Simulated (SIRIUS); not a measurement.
**MnO under changes of volume**

One of the cells (10.999 Å³/atom); the others are scaled copies at fixed shape and fractional positions:

```
Mn O
1.0
     0.00000    2.22391    2.22391
     2.22391    0.00000    2.22391
     2.22391    2.22391    0.00000
Mn O
1 1
Direct
  0.00000 0.00000 0.00000
  0.50000 0.50000 0.50000
```

The cell is a database's computed one.

- Program: SIRIUS 7.12.0
- Functional: PBEsol
- Potentials or basis: PseudoDojo 0.4.1 PBEsol standard (scalar relativistic)
- Cutoff: 1307 eV
- Density cutoff: 5227 eV
- k mesh: 10 × 10 × 10
- Occupations: fermi-dirac, width 0.05 eV
- Spin: collinear spin, ferromagnetic start
- Starting moments: [4.0, 0.0] μB

```csv
volume (Å³/atom),energy over the lowest point (meV/atom),pressure (GPa),moment (μB per cell)
10.339,0.00,-0.9,4.61
10.559,2.66,-2.8,4.69
10.779,6.97,-4.4,4.77
10.999,14.15,-6.8,4.80
11.219,25.12,-9.1,4.82
11.439,38.73,-10.8,4.86
11.659,?,?,?
```

Question: What does the run at 11.659 Å³/atom give?

Answer: Energy over the lowest point 54.22 meV/atom; pressure -12.2 GPa; moment 4.91 μB per cell.

Worked out: A Birch-Murnaghan fit of order 3 (a polynomial in V^(-2/3)) to the other rows has no minimum within the range. It gives 56.54 meV/atom at 11.659 Å³/atom, against the run's 54.22, and -dE/dV = -14.3 GPa, against -12.2. A parabola through the other rows of the moment, of slope -0.0331 μB per Å³/atom there, extrapolates to 4.85 μB, against the run's 4.91. The fit is too stiff a form for this range.

Energies are extrapolated to zero smearing.

Caveats: a cell with one magnetic atom can't hold antiferromagnetic order, which such compounds often take.
